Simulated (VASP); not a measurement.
## MnO: single point with LDA

Crystal: MnO.

```xyz
4
Lattice="0.0000 2.2220 2.2220 2.2220 0.0000 2.2220 4.4440 4.4440 0.0000" Properties=species:S:1:pos:R:3 pbc="T T T"
Mn    0.0000    0.0000    0.0000
Mn    2.2220    2.2220    0.0000
O     2.2220    2.2220    2.2220
O     4.4440    4.4440    2.2220
```

```json
{"Program": "VASP 6.6.1", "Task": "single point", "Functional": "LDA", "Potentials or basis": "VASP PAW LDA potentials, release 64 (Mn_pv, O)", "Cutoff": "520 eV", "k mesh": "8 × 8 × 8", "Occupations": "fermi-dirac, width 0.05 eV", "Spin": "non-collinear spin, random start", "Starting moments": "[[-0.543, -0.799, -0.258], [-0.242, 0.359, 0.458], [0.0, -0.0, -0.0], [-0.0, 0.0, -0.0]] μB", "Supercell matrix": "[1, 0, 0, 0, 1, 0, 0, 0, 2]", "Further INCAR settings": "ALGO = Normal; EDIFF = 1e-06; NBANDS = 52"}
```

- Pressure: -14.2 GPa
- Band gap on the k mesh: 0.73 eV
- Net moment: 0.01 μB per cell
- Valence electrons inside the program's atomic spheres: Mn 11.38; O 4.93

Stress tensor (GPa, compression positive):
```
-14.22  -1.80   1.80
 -1.80 -14.22   1.80
  1.80   1.80 -14.22
```

Levels at points of the mesh, in eV from the valence-band top:
```tsv
k point	band 36	band 37	band 38	band 39	band 40	band 41
(0.00, 0.00, 0.00)	-0.72	-0.71	-0.71	0.73	0.73	1.72
(0.50, 0.00, 0.00)	-0.33	-0.14	-0.14	1.22	1.23	2.48
(0.00, 0.50, 0.00)	-0.33	-0.14	-0.14	1.22	1.23	2.48
(0.50, 0.50, 0.00)	-0.33	-0.14	-0.14	1.22	1.23	2.48
(0.00, 0.00, 0.50)	0.00	0.00	0.00	1.34	1.34	1.63
(0.50, 0.00, 0.50)	-0.14	-0.03	-0.03	0.84	0.84	2.45
(0.00, 0.50, 0.50)	-0.14	-0.03	-0.03	0.84	0.84	2.45
(0.50, 0.50, 0.50)	-0.14	-0.03	-0.03	0.84	0.84	2.45
```

Moments on the atoms (μB; x, y, z):
```
Mn   0.01 -3.31 -2.66
Mn  -0.01  3.31  2.66
O    0.00  0.00  0.00
O    0.00  0.00  0.00
```

Run time: 53 min on 1 thread of Intel(R) Xeon(R) Platinum 8488C (Sapphire Rapids) (shared host), peak memory 0.83 GiB.

A k mesh can miss the band edges. Expect the measured gap to be larger: semilocal functionals such as LDA lack the derivative discontinuity.
